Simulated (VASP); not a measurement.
# Ag (Fm-3m) in VASP: notebook

One crystal, Ag, is run at these levels: PBE; tasks: relaxation of cell and atoms, single point.

All numbers are computed with VASP 6.6.1; they aren't measurements. Logs are shortened: lines on timing, memory, paths and dates and some standing lists are left out, and cuts for length are marked.

## 1. Starting point

The structure is cubic, space group Fm-3m (No. 225). The conventional cell has a = 4.085 Å, b = 4.085 Å, c = 4.085 Å, α = 90.00°, β = 90.00°, γ = 90.00°. Ag (site symmetry m-3m) is surrounded by 12 Ag at 2.89 Å.

## 2. Relaxation of cell and atoms, PBE

Input file INCAR:

```
SYSTEM = Ag
  PREC = Accurate
  ENCUT = 580
  EDIFF = 1E-6
  ISMEAR = -1
  SIGMA = 0.05
  LREAL = .False.
  LASPH = .True.
  NELM = 100
  ALGO = Normal
  ISIF = 3
  LWAVE = .False.
  LCHARG = .False.
  GGA = PE
  IBRION = 2
  NSW = 60
  EDIFFG = -0.01
```

Input file KPOINTS:

```
Automatic mesh
0
Gamma
  11 11 11
  0 0 0
```

Input file POSCAR:

```
Ag
1.0
    0.0000000000      2.0427500000      2.0427500000
    2.0427500000      0.0000000000      2.0427500000
    2.0427500000      2.0427500000      0.0000000000
Ag
1
Direct
    0.0000000000      0.0000000000      0.0000000000
```

Potentials or basis: VASP PAW PBE potentials, release 64 (Ag).

Command:

```
> cat potpaw_PBE.64/Ag/POTCAR > POTCAR
> mpirun -np 1 vasp_std > vasp.out
```

OUTCAR:

```text
SYSTEM = Ag
   PREC = Accurate
   ENCUT = 580
   EDIFF = 1E-6
   ISMEAR = -1
   LREAL = .False.
   LASPH = .True.
   NELM = 100
   ISIF = 3
   GGA = PE
   IBRION = 2
   NSW = 60
   EDIFFG = -0.01

 ion  position               nearest neighbor table
   1  0.000  0.000  0.000-

  LATTYP: Found a face centered cubic cell.
 ALAT       =     4.0855000000

  Lattice vectors:

 A1 = (   0.0000000000,   2.0427500000,   2.0427500000)
 A2 = (   2.0427500000,   0.0000000000,   2.0427500000)
 A3 = (   2.0427500000,   2.0427500000,   0.0000000000)

Analysis of symmetry for initial positions (statically):
=====================================================================
 Subroutine PRICEL returns:
 Original cell was already a primitive cell.

 Routine SETGRP: Setting up the symmetry group for a
 face centered cubic supercell.

 Subroutine GETGRP returns: Found 48 space group operations
 (whereof 48 operations were pure point group operations)
 out of a pool of 48 trial point group operations.

The static configuration has the point symmetry O_h .

Analysis of symmetry for dynamics (positions and initial velocities):
=====================================================================
 Subroutine PRICEL returns:
 Original cell was already a primitive cell.

 Routine SETGRP: Setting up the symmetry group for a
 face centered cubic supercell.

 Subroutine GETGRP returns: Found 48 space group operations
 (whereof 48 operations were pure point group operations)
 out of a pool of 48 trial point group operations.

The dynamic configuration has the point symmetry O_h .

 Subroutine INISYM returns: Found 48 space group operations
 (whereof 48 operations are pure point group operations),
 and found     1 'primitive' translations

----------------------------------------------------------------------------------------

                                     Primitive cell

  volume of cell :      17.0481

  direct lattice vectors                    reciprocal lattice vectors
     0.000000000  2.042750000  2.042750000    -0.244768082  0.244768082  0.244768082
     2.042750000  0.000000000  2.042750000     0.244768082 -0.244768082  0.244768082
     2.042750000  2.042750000  0.000000000     0.244768082  0.244768082 -0.244768082

  length of vectors
     2.888884755  2.888884755  2.888884755     0.423950755  0.423950755  0.423950755

  position of ions in fractional coordinates (direct lattice)
     0.000000000  0.000000000  0.000000000

  ion indices of the primitive-cell ions
   primitive index   ion index
                 1           1

----------------------------------------------------------------------------------------

 KPOINTS: Automatic mesh

Automatic generation of k-mesh.
 Grid dimensions read from file:
 generate k-points for:   11   11   11

 Generating k-lattice:

  Cartesian coordinates                     Fractional coordinates (reciprocal lattice)
    -0.022251644  0.022251644  0.022251644     0.090909091  0.000000000  0.000000000
     0.022251644 -0.022251644  0.022251644     0.000000000  0.090909091  0.000000000
     0.022251644  0.022251644 -0.022251644     0.000000000  0.000000000  0.090909091

  Length of vectors
     0.038540978  0.038540978  0.038540978

  Shift w.r.t. Gamma in fractional coordinates (k-lattice)
     0.000000000  0.000000000  0.000000000

 Subroutine IBZKPT returns following result:
 ===========================================

 Found     56 irreducible k-points:

 Following reciprocal coordinates:
            Coordinates               Weight
  0.000000  0.000000  0.000000      1.000000
  0.090909  0.000000  0.000000      8.000000
  0.181818  0.000000  0.000000      8.000000
  0.272727  0.000000  0.000000      8.000000
  0.363636  0.000000  0.000000      8.000000
  0.454545  0.000000  0.000000      8.000000
[... 16 lines left out ...]
 -0.272727  0.181818  0.000000     24.000000
 -0.181818  0.181818  0.000000     12.000000
 [... further k-points ...]
   k-points           NKPTS =     56   k-points in BZ     NKDIM =     56   number of bands    NBANDS=      9
   number of dos      NEDOS =    301   number of ions     NIONS =      1
   total plane-waves  NPLWV =  13824
   dimension x,y,z NGX =    24 NGY =   24 NGZ =   24
   dimension x,y,z NGXF=    48 NGYF=   48 NGZF=   48
   ions per type =               1
   NGX,Y,Z   is equivalent  to a cutoff of  13.81, 13.81, 13.81 a.u.
   NGXF,Y,Z  is equivalent  to a cutoff of  27.62, 27.62, 27.62 a.u.
 SYSTEM =  Ag
   PREC   = accura    normal or accurate (medium, high low for compatibility)
   ISTART =      0    job   : 0-new  1-cont  2-samecut
   ICHARG =      2    charge: 1-file 2-atom 10-const
   ISPIN  =      1    spin polarized calculation?
   LNONCOLLINEAR =      F non collinear calculations
   LSORBIT =      F    spin-orbit coupling
   LASPH  =      T    aspherical Exc in radial PAW
   ENCUT  =  580.0 eV  42.63 Ry    6.53 a.u.   5.67  5.67  5.67*2*pi/ulx,y,z
   NELM   =    100;   NELMIN=  2; NELMDL= -5     # of ELM steps
   EDIFF  = 0.1E-05   stopping-criterion for ELM
   LREAL  =      F    real-space projection
   EDIFFG = -.1E-01   stopping-criterion for IOM
   NSW    =     60    number of steps for IOM
   IBRION =      2    ionic relax: 0-MD 1-quasi-New 2-CG
   NFREE  =      1    steps in history (QN), initial steepest desc. (CG)
   ISIF   =      3    stress and relaxation
   ISYM   =      2    0-nonsym 1-usesym 2-fastsym
   POTIM  = 0.5000    time-step for ionic-motion
   TEBEG  =    0.0;   TEEND  =   0.0 temperature during run
   PSTRESS=    0.0 pullay stress
   NELECT =      11.0000    total number of electrons
   NUPDOWN=      -1.0000    fix difference up-down
   EMIN   =  10.00;   EMAX   =-10.00  energy-range for DOS
   EFERMI =   0.00;   METHOD = LEGACY
   ISMEAR =    -1;   SIGMA  =   0.05  broadening in eV -4-tet -1-fermi 0-gaus
   EFERMI_NEDOS =   21; number of points for ismear=-14 and -15
   IALGO  =     38    algorithm
   IMIX   =      4    mixing-type and parameters
     AMIX     =   0.40;   BMIX     =  1.00
     AMIX_MAG =   1.60;   BMIX_MAG =  1.00
  volume/ion in A,a.u.               =      17.05       115.05
  Fermi-wavevector in a.u.,A,eV,Ry     =   1.414644  2.673290 27.228221  2.001218
  Thomas-Fermi vector in A             =   2.536165
   LORBIT       =      0    0 simple, 1 ext, 2 COOP (PROOUT), +10 PAW based schemes
   GGA     = PE    functional components
   LHFCALC =     F    Hartree Fock is set to
   AEXX    =    0.0000 exact exchange contribution
   IVDW    =     0    specifies the selected vdW correction
   LEPSILON=     F    determine dielectric tensor
   LRPA    =     F    only Hartree local field effects (RPA)
 conjugate gradient relaxation of ions
 non-spin polarized calculation
  energy-cutoff  :      580.00
  volume of cell :       17.05
 maximum number of plane-waves:       556
   NGX = 11   NGY = 11   NGZ = 11

--------------------------------------- Ionic step        1  -------------------------------------------

 number of electron      10.9999999 magnetization

 Free energy of the ion-electron system (eV)
  ---------------------------------------------------
  ext. energy  EPLUGINS =         0.00000000
  ---------------------------------------------------
  free energy    TOTEN  =        -2.71046163 eV

  energy without entropy =       -2.70764595  energy(sigma->0) =       -2.70905379

------------------------ aborting loop because EDIFF is reached ----------------------------------------

  FORCE on cell =-STRESS in cart. coord.  units (eV):
  Direction    XX          YY          ZZ          XY          YZ          ZX
  --------------------------------------------------------------------------------------
  -------------------------------------------------------------------------------------
  Total        0.4480839      0.4480839      0.4480839      0.0000000      0.0000000     -0.0000000
  in kB       42.1108723     42.1108723     42.1108723      0.0000000      0.0000000     -0.0000000
  external PRESSURE =      42.1108723 kB  Pullay stress =       0.0000000 kB

 VOLUME and BASIS-vectors are now :
 -----------------------------------------------------------------------------
  energy-cutoff  :      580.00
  volume of cell :       17.05
      direct lattice vectors                 reciprocal lattice vectors
     0.000000000  2.042750000  2.042750000    -0.244768082  0.244768082  0.244768082
     2.042750000  0.000000000  2.042750000     0.244768082 -0.244768082  0.244768082
     2.042750000  2.042750000  0.000000000     0.244768082  0.244768082 -0.244768082
[... 36 lines left out ...]
 POSITION                                       TOTAL-FORCE (eV/Angst)
 -----------------------------------------------------------------------------------
      2.08691      0.00000      2.08691        -0.000000      0.000000     -0.000000
 -----------------------------------------------------------------------------------
    total drift:                                0.000000     -0.000000      0.000000

  FREE ENERGIE OF THE ION-ELECTRON SYSTEM (eV)
  ---------------------------------------------------
  free  energy   TOTEN  =        -2.7169971174 eV

  energy  without entropy=       -2.7130767950  energy(sigma->0) =       -2.71503696

--------------------------------------- Ionic step        3  -------------------------------------------

 number of electron      11.0000000 magnetization

 Free energy of the ion-electron system (eV)
  ---------------------------------------------------
  ext. energy  EPLUGINS =         0.00000000
  ---------------------------------------------------
  free energy    TOTEN  =        -2.71946675 eV

  energy without entropy =       -2.71584056  energy(sigma->0) =       -2.71765366

 E-fermi :   8.1360     XC(G=0): -11.9662

 val. band max:        7.7864118054   @ k =   0.4545   0.2727   0.0000
 cond. band min:       8.1369041710   @ k =  -0.4545   0.0909   0.0000
 fundamental gap:      0.3504923656
 Fermi energy:         8.1360097619

 k-point     1 :       0.0000    0.0000    0.0000
  band No.  band energies     occupation
      1       0.3996      2.00000
      2       3.2024      2.00000
      3       3.2024      2.00000
      4       3.2024      2.00000
      5       4.1623      2.00000
      6       4.1623      2.00000
      7      23.7978      0.00000
      8      27.1323      0.00000
      9      27.1323      0.00000

 k-point     2 :       0.0909    0.0000    0.0000
  band No.  band energies     occupation
      1       0.6465      2.00000
      2       3.1524      2.00000
      3       3.2663      2.00000
      4       3.2663      2.00000
      5       4.1405      2.00000
      6       4.1405      2.00000
      7      23.6985      0.00000
      8      25.3747      0.00000
      9      27.1947      0.00000
[... 253 lines left out ...]
 k-point    24 :      -0.1818    0.1818    0.0000
  band No.  band energies     occupation
      1       2.3581      2.00000
      2       2.8350      2.00000
      3       3.4129      2.00000
      4       3.7747      2.00000
      5       3.8046      2.00000
      6       5.2598      2.00000
      7      19.4899      0.00000
      8      19.8665      0.00000
      9      26.1881      0.00000

 [... further k-points ...]

------------------------ aborting loop because EDIFF is reached ----------------------------------------

  FORCE on cell =-STRESS in cart. coord.  units (eV):
  Direction    XX          YY          ZZ          XY          YZ          ZX
  --------------------------------------------------------------------------------------
  -------------------------------------------------------------------------------------
  Total        0.0015002      0.0015002      0.0015002      0.0000000     -0.0000000     -0.0000000
  in kB        0.1352738      0.1352738      0.1352738      0.0000000     -0.0000000     -0.0000000
  external PRESSURE =       0.1352738 kB  Pullay stress =       0.0000000 kB

 VOLUME and BASIS-vectors are now :
 -----------------------------------------------------------------------------
  energy-cutoff  :      580.00
  volume of cell :       17.77
      direct lattice vectors                 reciprocal lattice vectors
     0.000000000  2.071139880  2.071139880    -0.241412956  0.241412956  0.241412956
     2.071139880  0.000000000  2.071139880     0.241412956 -0.241412956  0.241412956
     2.071139880  2.071139880  0.000000000     0.241412956  0.241412956 -0.241412956

 POSITION                                       TOTAL-FORCE (eV/Angst)
 -----------------------------------------------------------------------------------
      0.00000      0.00000      0.00000         0.000000      0.000000      0.000000
 -----------------------------------------------------------------------------------
    total drift:                               -0.000000      0.000000      0.000000

  FREE ENERGIE OF THE ION-ELECTRON SYSTEM (eV)
  ---------------------------------------------------
  free  energy   TOTEN  =        -2.7194667531 eV

  energy  without entropy=       -2.7158405618  energy(sigma->0) =       -2.71765366

 reached required accuracy - stopping structural energy minimisation
```

It took 32 s on 1 thread of AMD EPYC 7R43 (Zen 3), shared host; peak memory 0.12 GiB.

Results:

| Item | Value |
| --- | --- |
| Free energy | -2.7195 eV |
| Relaxed volume | 17.77 Å³/atom |
| Relaxed cell | a = 2.929 Å, b = 2.929 Å, c = 2.929 Å, α = 60.00°, β = 60.00°, γ = 60.00° |
| Space group after relaxing (to 0.05 Å) | Fm-3m (No. 225) |
| Energy gained by relaxing | 9.0 meV/atom |
| Ionic steps | 3 |
| Pressure after relaxing | 0.0 GPa |
| Band gap on the k mesh | none (metal or under the smearing width) |

Step by step:
```csv
step,energy change (eV),largest force (eV/Å),pressure (GPa),volume (Å³)
1,0.0000,0.0000,4.21,17.05
2,-0.0065,0.0000,-1.88,18.18
3,-0.0090,0.0000,0.01,17.77
```

Final structure:
```
Ag
1.0
     0.00000    2.07114    2.07114
     2.07114    0.00000    2.07114
     2.07114    2.07114    0.00000
Ag
1
Direct
  0.00000 0.00000 0.00000
```

PBE usually gives volumes a little too large and moduli too small. Zero-point motion and thermal expansion aren't in these numbers.

## 3. Relaxation of cell and atoms, PBE

Input file INCAR:

```
SYSTEM = Ag
PREC = Accurate ; ENCUT = 600
EDIFF = 1E-6 ; ISMEAR = -1
SIGMA = 0.05 ; LREAL = .FALSE.
LASPH = .TRUE. ; NELM = 80
ALGO = Normal ; ISIF = 3
LWAVE = .FALSE. ; LCHARG = .FALSE.
GGA = PE ; IBRION = 2
NSW = 40 ; EDIFFG = -0.005
```

Input file KPOINTS:

```
Automatic mesh
0
G
  11 11 11
  0 0 0
```

POSCAR is that of step 2.

Potentials or basis: VASP PAW PBE potentials, release 64 (Ag).

Command:

```
> cat potpaw_PBE.64/Ag/POTCAR > POTCAR
> mpirun -np 1 vasp_std > vasp.out
```

Run time: 31 s. Hardware: 1 thread of AMD EPYC 7R43 (Zen 3), shared host; peak memory 0.12 GiB.

The run converged. Its results:

| Item | Value |
| --- | --- |
| Free energy | -2.7195 eV |
| Relaxed volume | 17.77 Å³/atom |
| Relaxed cell | a = 2.929 Å, b = 2.929 Å, c = 2.929 Å, α = 60.00°, β = 60.00°, γ = 60.00° |
| Space group after relaxing (to 0.05 Å) | Fm-3m (No. 225) |
| Energy gained by relaxing | 9.1 meV/atom |
| Ionic steps | 3 |
| Pressure after relaxing | 0.0 GPa |
| Band gap on the k mesh | none (metal or under the smearing width) |

Step by step:
| step | energy change (eV) | largest force (eV/Å) | pressure (GPa) | volume (Å³) |
| --- | --- | --- | --- | --- |
| 1 | 0.0000 | 0.0000 | 4.23 | 17.05 |
| 2 | -0.0066 | 0.0000 | -1.90 | 18.18 |
| 3 | -0.0091 | 0.0000 | 0.01 | 17.77 |

Final structure:
```xyz
1
Lattice="0.0000 2.0712 2.0712 2.0712 0.0000 2.0712 2.0712 2.0712 0.0000" Properties=species:S:1:pos:R:3 pbc="T T T"
Ag    0.0000    0.0000    0.0000
```

Levels at points of the mesh, in eV from the Fermi level:
```
           k point  band 3  band 4  band 5  band 6  band 7  band 8  band 9
(0.00, 0.00, 0.00)   -4.93   -4.93   -3.97   -3.97   15.66   19.00   19.00
```

## 4. Relaxation of cell and atoms, PBE

Input file INCAR:

```
ALGO = Normal
EDIFF = 1E-6
EDIFFG = -0.01
ENCUT = 680
GGA = PE
IBRION = 2
ISIF = 3
ISMEAR = -1
LASPH = T
LCHARG = F
LREAL = F
LWAVE = F
NELM = 80
NSW = 40
PREC = Accurate
SIGMA = 0.05
```

Input file KPOINTS:

```
k-points
0
Gamma
  11 11 11
```

POSCAR is that of step 3.

Potentials or basis: VASP PAW PBE potentials, release 64 (Ag_sv_GW).

Command:

```
> cat potpaw_PBE.64/Ag_sv_GW/POTCAR > POTCAR
> mpirun -np 1 vasp_std > vasp.out
```

It took 89 s on 1 thread of AMD EPYC 7R43 (Zen 3), shared host; peak memory 0.16 GiB.

The run converged. Its results:

```
Free energy                            : -0.6668 eV
Relaxed volume                         : 17.78 Å³/atom
Relaxed cell                           : a = 2.930 Å, b = 2.930 Å, c = 2.930 Å, α = 60.00°, β = 60.00°, γ = 60.00°
Space group after relaxing (to 0.05 Å) : Fm-3m (No. 225)
Energy gained by relaxing              : 9.5 meV/atom
Ionic steps                            : 3
Pressure after relaxing                : 0.0 GPa
Band gap on the k mesh                 : none (metal or under the smearing width)
```

The path:
```
step  energy change (eV)  largest force (eV/Å)  pressure (GPa)  volume (Å³)
   1              0.0000                0.0000            4.34        17.05
   2             -0.0066                0.0000           -2.04        18.21
   3             -0.0095                0.0000            0.05        17.78
```

Final structure:
```cif
data_structure
_symmetry_space_group_name_H-M 'P 1'
_symmetry_Int_Tables_number 1
_cell_length_a 2.9297
_cell_length_b 2.9297
_cell_length_c 2.9297
_cell_angle_alpha 60.000
_cell_angle_beta 60.000
_cell_angle_gamma 60.000
_cell_volume 17.78
loop_
_atom_site_label
_atom_site_type_symbol
_atom_site_fract_x
_atom_site_fract_y
_atom_site_fract_z
_atom_site_occupancy
Ag1 Ag 0.00000 0.00000 0.00000 1
```

Levels at points of the mesh, in eV from the Fermi level:
| k point | band 7 | band 8 | band 9 | band 10 | band 11 | band 12 | band 13 |
| --- | --- | --- | --- | --- | --- | --- | --- |
| (0.00, 0.00, 0.00) | -4.91 | -4.91 | -3.94 | -3.94 | 15.53 | 18.87 | 18.87 |

PBE usually gives volumes a little too large and moduli too small. Zero-point motion and thermal expansion aren't in these numbers.

(Part 1 of 2 ends here.)
